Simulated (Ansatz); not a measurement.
**WSe$_{2}$: a vibration from a frozen displacement**

The calculation used Ansatz 0.2.0, DFT r2SCAN, scalar-relativistic, plane waves, PAW. Cutoff 500 eV, Γ-centred 12×12×2 k-points, Gaussian smearing of 0.05 eV. Spin–orbit coupling is left out, which matters for the heavy elements here. No spin polarisation. Energies are free energies at this smearing, counted from the undisturbed cell; pressure is positive in compression.

Zero of the scan (relaxed at this level; this form isn't the usual structure):

```yaml
crystal:
  lattice:
    - [3.31436, 0.00000, 0.00000]
    - [-1.65718, 2.87032, 0.00000]
    - [0.00000, 0.00000, 16.65868]
  atoms:
    - { symbol: W, position: [0.00000, 0.00000, 0.00000] }
    - { symbol: Se, position: [0.33333, 0.66667, 0.09970] }
    - { symbol: Se, position: [0.33333, 0.66667, 0.90030] }
```

The cell holds layers and no dispersion correction was added, so their binding is poorly described.

Every W atom is moved by x along the Cartesian unit vector (0.000, 0.000, 1.000); the cell and all other atoms stay fixed. The cell's volume is 158.48 Å³; the moved atoms weigh 183.840 u together and the others 157.942 u. Some rows repeat others by symmetry and weren't run.

```
  x (Å)  ΔE (meV/cell) total force on the moved atoms along the move (eV/Å) pressure (GPa)
-0.1000         148.28                                                2.9604          0.3245
-0.0875         113.57                                                2.5926          0.2487
-0.0750          83.47                                                2.2238          0.1829
-0.0625          57.98                                                1.8543          0.1273
-0.0500          37.12                                                1.4841          0.0816
-0.0250           9.28                                                0.7425          0.0208
 0.0000           0.00                                                0.0000          0.0006
 0.0250           9.28                                               -0.7425          0.0208
 0.0500          37.12                                               -1.4841          0.0816
 0.0625          57.98                                               -1.8543          0.1273
 0.0750          83.47                                               -2.2238          0.1829
 0.0875         113.57                                               -2.5926          0.2487
 0.1000         148.28                                               -2.9604          0.3245
```

Q: What frequency belongs to this motion?

A: The force constant is k = −dF/dx = 29.700 eV/Å², from the parabola through x = -0.0250, 0 and 0.0250. In every cell the moved atoms swing against the rest, so the mass is μ = m₁m₂/(m₁ + m₂) = 84.955 u, and ν̃ = 521.5 cm⁻¹ × √(|k|/μ) = 308 cm⁻¹. To first order in x, and within 1 %, the force on every atom lies along the move and, within each of the two groups, in proportion to the atom's mass, so this is itself a mode at the zone centre of this cell, taken without macroscopic field (the transverse frequency in a polar insulator).

Q: How far does the harmonic law reach?

A: At x = -0.100 Å, kx²/2 = 148.50 meV against the computed 148.28 meV (-0.1 %): the well is still close to harmonic there.

Q: The pressure changes with x². What does that say about the frequency under compression?

A: With E = k(V)x²/2, k ∝ V^(−2γ) and x scaling with the cell as V^(1/3), P − P0 = −∂E/∂V = (2γ − 2/3) ΔE/V. At x = 0.0500 Å, V(P − P0) = 158.48 × 0.08103 / 160.2 eV = 80.15 meV and ΔE = 37.12 meV, so γ = 1/3 + V(P − P0)/(2ΔE) = 1.41. This is the Grüneisen parameter of the motion under uniform scaling of the cell: shrinking the cell evenly by 1 % in volume raises the frequency by about 1.41 %.